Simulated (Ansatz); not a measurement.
**TiSi2 under changes of volume**

One of the cells (13.981 Å³/atom); the others are scaled copies at fixed shape and fractional positions:

```xyz
6
Lattice="0.0000 4.1175 4.2629 2.3895 0.0000 4.2629 2.3895 4.1175 0.0000" Properties=species:S:1:pos:R:3 pbc="T T T"
Ti    3.5843    6.1763    6.3943
Ti    2.3895    4.1175    4.2629
Si    1.1948    3.3975    2.1314
Si    1.1948    0.7200    2.1314
Si    2.3895    1.3387    4.2629
Si    2.3895    6.8963    4.2629
```

The cell is a database's computed one.

* Program: Ansatz 0.2.0
* Functional: PBEsol
* Potentials or basis: all-electron LAPW, scalar-relativistic
* Cutoff: 238 eV (chosen from the basis error)
* Basis error allowed: 0.001 eV/atom
* k mesh: 7 × 7 × 7
* Occupations: fermi-dirac, width 0.05 eV
* Spin: no spin polarisation

```csv
volume (Å³/atom),energy over the lowest point (meV/atom),pressure (GPa),largest force (eV/Å)
13.142,16.03,8.4,0.090
13.421,4.86,4.6,0.075
13.701,0.00,1.1,0.061
13.981,0.82,-2.0,0.048
14.260,6.75,-4.7,0.037
14.540,17.27,-7.2,0.026
14.820,?,?,?
```

Problem. What does the run at 14.820 Å³/atom give?

Solution. Energy over the lowest point 31.90 meV/atom; pressure -9.5 GPa; largest force 0.017 eV/Å.

Worked out: A Birch-Murnaghan fit of order 3 (a polynomial in V^(-2/3)) to the other rows has its minimum at 13.80 Å³/atom with B0 = V·E''(V) = 155 GPa and B' = 4.3 at fixed shape and positions, which overstates the stiffness. It gives 31.92 meV/atom at 14.820 Å³/atom, against the run's 31.90, and -dE/dV = -9.5 GPa, against -9.5.

Energies are extrapolated to zero smearing.
